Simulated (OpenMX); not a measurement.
## SnSe under changes of volume

One of the cells (26.676 Å³/atom); the others are scaled copies at fixed shape and fractional positions:

```
Sn Se
1.0
    11.42000    0.00000    0.00000
     0.00000    4.19000    0.00000
     0.00000    0.00000    4.46000
Sn Se
4 4
Direct
  0.87700 0.75000 0.90900
  0.62300 0.25000 0.40900
  0.37700 0.75000 0.59100
  0.12300 0.25000 0.09100
  0.64300 0.75000 0.98400
  0.85700 0.25000 0.48400
  0.14300 0.75000 0.51600
  0.35700 0.25000 0.01600
```

| Property | Result |
| --- | --- |
| Program | OpenMX 3.8.5 |
| Functional | LDA |
| Potentials or basis | OpenMX 2013 LDA set, Sn7.0-s3p2d2, Se7.0-s3p2d2, fixed grid of 150 × 56 × 60 points |
| k mesh | 3 × 7 × 7 |
| Occupations | fermi-dirac, width 0.05 eV |
| Spin | no spin polarisation |

```csv
volume (Å³/atom),energy over the lowest point (meV/atom),gap on the mesh (eV),largest force (eV/Å)
25.076,8.70,0.59,0.712
25.609,2.09,0.65,0.540
26.143,0.00,0.69,0.401
26.676,?,?,?
27.210,7.47,0.75,0.218
27.743,16.25,0.78,0.168
28.277,27.91,0.80,0.166
```

Task: What does the run at 26.676 Å³/atom give?

Result: Energy over the lowest point 1.92 meV/atom; gap on the mesh 0.72 eV; largest force 0.296 eV/Å.

Worked out: A Birch-Murnaghan fit of order 3 (a polynomial in V^(-2/3)) to the other rows has its minimum at 26.14 Å³/atom with B0 = V·E''(V) = 59 GPa and B' = 4.5 at fixed shape and positions, which overstates the stiffness. It gives 1.93 meV/atom at 26.676 Å³/atom, against the run's 1.92. A parabola through the other rows of the gap, of slope 1.67 eV per unit of ln V there, gives 0.73 eV, against the run's 0.72.

Energies are extrapolated to zero smearing.

Caveats: the basis has few d functions beyond the semicore shells, which can make volumes several per cent too large; spin-orbit coupling is left out, which moves the levels of the heavy elements; an odd mesh through Γ misses points on the zone boundary, where band edges often lie; the basis of atomic orbitals isn't converged, which shifts pressures, moduli and gaps.
